## Question

A crystal of PtS₂ is held in one fixed cell, and its pressure is computed with several density functionals. Positive pressure means that the crystal pushes outward. Forecast the two pressures marked with a question mark, with ranges, and decide whether a functional's rung (its class, from LDA through GGA and meta-GGA to hybrid) sets the pressure.

Kohn–Sham DFT with ABINIT and Ansatz for PtS₂ (P-3m1) in one fixed cell, without spin polarization, spin–orbit coupling or dispersion correction; Fermi–Dirac smearing 0.05 eV. Basis is the plane-wave cutoff; pressure is positive in compression, without Ansatz's Pulay correction. The hybrid has 25% exact exchange and a screening parameter of 0.6.

```tsv
method	rung	program	potentials	basis	k mesh	pressure (GPa)
LDA	LDA	ABINIT	JTH PAW LDA v2.0	544 eV	7x7x4 3-atom cell	3.970
PBE	GGA	ABINIT	JTH PAW PBE v2.0	544 eV	5x5x3 3-atom cell	12.310
PBE	GGA	Ansatz	Ansatz PAW	420 eV	9x9x5 3-atom cell	11.560
PBEsol	GGA	ABINIT	PseudoDojo NC SR PBEsol v0.4.1 standard	1034 eV	7x7x4 3-atom cell	6.010
PBEsol	GGA	ABINIT	JTH PAW PBE v2.0	544 eV	4x4x2 3-atom cell	7.150
r2SCAN	meta-GGA	ABINIT	JTH PAW PBE v2.0	653 eV	4x4x2 3-atom cell	?
HSE06-form-with-a-typed share-of-exact-exchange	hybrid	Ansatz	Ansatz PAW	420 eV	5x5x3 3-atom cell	?
```

## Model answer

The known rows already argue against the rung. PBE and PBEsol are both GGAs, yet their mean pressures are 11.9 and 6.6 GPa. Two runs of the same functional, with different meshes and potentials, differ by only about 1 GPa. The choice of functional within one class therefore matters more than the details of the run, and the class alone cannot set the pressure.

Pressure measures how the energy falls as the volume grows. If a functional favours a larger crystal than the cell allows, the crystal pushes outward. The question thus becomes which functionals favour long bonds.

Theory gives a reason for the known order. When a crystal is stretched, the density between its atoms thins out and becomes more uneven. PBE rewards this unevenness with a strong gradient term in the exchange energy, and so favours longer bonds. PBEsol weakens that term and LDA has none, which fits the order PBE, PBEsol, LDA from highest pressure to lowest.

To first order, the pressure follows the mismatch between the length a functional prefers and the length it is given:

P ≈ P₀ + s·δ

Here δ is the functional's typical lattice error for simple solids in percent, s is a stiffness and P₀ is the pressure at δ = 0. Rough recalled values of δ are −1.5 for LDA, −0.2 for PBEsol and 1.2 for PBE. A least-squares fit to the five known rows gives P₀ = 7.9 GPa and s = 3.1 GPa per percent. P₀ also absorbs whatever the runs share. One such part is strain inside the cell, for the sulfur atoms still feel forces. This may help to explain why even LDA, which usually makes crystals too small, gives a positive pressure here.

r2SCAN also uses the kinetic-energy density, which helps it to tell different kinds of bond apart. It need not apply one gradient strength to all of them, and its typical lattice error is roughly 0.4 percent. For this row, which is outside the fit, the estimate is 7.9 + 3.1 × 0.4 ≈ 9.1 GPa.

The hybrid replaces part of PBE's exchange by exact exchange. This reduces the spurious repulsion of an electron with itself, so orbitals contract and filled shells repel each other less at a given distance. Bonds usually become shorter than in PBE. For the standard HSE06 hybrid, δ is roughly 0.5 percent.

The forecasts are:

- **r2SCAN: 9.1 GPa, give or take 3.**
- **Hybrid: 9.4 GPa, give or take 4.** Its range is wider because this run keeps the usual quarter of exact exchange but confines it to shorter distances than HSE06 does, so the lattice error of HSE06 may not carry over.

Both should lie between PBEsol and PBE; their order is left open. The ranges are judged, not statistical. The largest doubt is whether lattice errors of simple solids carry over to PtS₂: an error of 0.7 percent in δ would shift the pressure by about 2 GPa. Coarse k meshes add to the doubt, and so does the use of potentials made for PBE in the r2SCAN run. No run has a dispersion correction, although PtS₂ is layered. Such a correction should pull the layers together and so lower the pressure, by an amount that is not computed here.

## Computed values

The withheld rows as computed:

```tsv
method	rung	program	potentials	basis	k mesh	pressure (GPa)
r2SCAN	meta-GGA	ABINIT	JTH PAW PBE v2.0	653 eV	4x4x2 3-atom cell	9.850
HSE06-form-with-a-typed share-of-exact-exchange	hybrid	Ansatz	Ansatz PAW	420 eV	5x5x3 3-atom cell	8.720
```

## Remarks on the reasoning

Both results lie between PBEsol and PBE and well inside their ranges. The r2SCAN forecast is 0.7 GPa too low and the hybrid forecast 0.7 GPa too high. These misses are no larger than the scatter between runs of one functional, so they call for no separate physical cause.

An answer that counted rungs would have failed. Adding the step from LDA to the GGA mean once more for each rung gives 14.5 GPa for r2SCAN and 19.8 GPa for the hybrid. Both computed pressures are in fact below those of PBE. A higher rung adds ingredients to a functional, but these need not lengthen its bonds.

The success of the lattice-error model should not be overstated. The plain mean of the four GGA rows, 9.3 GPa, comes slightly closer to both results. The r2SCAN range also covers the whole distance from the mean PBEsol to the mean PBE pressure, and the hybrid range is wider still, so a hit was a mild test. The numbers support the intermediate position of the two functionals, but they do not single out this model as the reason.

The cleanest comparison is between r2SCAN and PBEsol in the same program, with the same potentials and mesh; only the cutoff changes as well. There r2SCAN lies 2.7 GPa higher, in line with its preference for slightly longer bonds.

For anyone who computes strained PtS₂, the choice of functional is therefore a source of apparent stress. In this one cell, LDA and PBE differ by up to 12.3 − 4.0 = 8.3 GPa. Strain should be measured from the cell relaxed with the same functional, so that its preferred bond length is not mistaken for the effect of an applied strain. With PBE, both the relaxation and the strained runs should include a dispersion correction, because PBE alone binds the layers too weakly. The printed analysis below gives the fit and the misses row by row.

Output of the analysis:

```
Spread of the two PBE runs, GPa: 0.75
Spread of the two PBEsol runs, GPa: 1.14
Mean PBE pressure, GPa: 11.94
Mean PBEsol pressure, GPa: 6.58
Mean PBE less mean PBEsol, GPa: 5.355
Smallest distance between a PBE and a PBEsol run, GPa: 4.41
PBEsol less LDA at the equal 7x7x4 mesh, GPa: 2.04
In-plane stress, PBEsol with JTH less PBEsol with PseudoDojo, GPa: 1.625
Stress along the layer normal, same difference, GPa: 0.1609
fit of result_pressure on 5 rows: constant 7.891 +/- 0.42, coefficient of lat 3.092 +/- 0.41; rms 0.725, worst PBEsol 1.26, leave-one-out rms 1.4
  rows outside the fit (model, value, miss): r2SCAN 9.128, 9.85, -0.722; HSE06-form-with-a-typed share-of-exact-exchange 9.437, 8.72, 0.717
Pressure doubt from a lattice error uncertain by 0.7 percent, GPa: 2.165
Rival forecast by counting rungs, r2SCAN, GPa: 14.54
Rival forecast by counting rungs, hybrid, GPa: 19.83
Rival forecast by the plain mean of the GGA rows, GPa: 9.258
Forecast and rival against the computed pressure, GPa:
                                              row  lattice error in percent  model  model less computed  GGA mean less computed
                                              LDA                      -1.5  3.252              -0.7179                   5.287
                                              PBE                       1.2   11.6              -0.7083                  -3.053
                                              PBE                       1.2   11.6              0.04169                  -2.303
                                           PBEsol                      -0.2  7.272                1.262                   3.248
                                           PBEsol                      -0.2  7.272               0.1223                   2.107
                                           r2SCAN                       0.4  9.128              -0.7223                 -0.5925
  HSE06-form-with-a-typed share-of-exact-exchange                       0.5  9.437                0.717                  0.5375
r2SCAN miss as a fraction of its range of 3 GPa: 0.2408
Hybrid miss as a fraction of its range of 4 GPa: 0.1792
r2SCAN less PBEsol, same program, potentials and mesh, GPa: 2.7
Hybrid less PBE, both in Ansatz, different meshes, GPa: -2.84
```
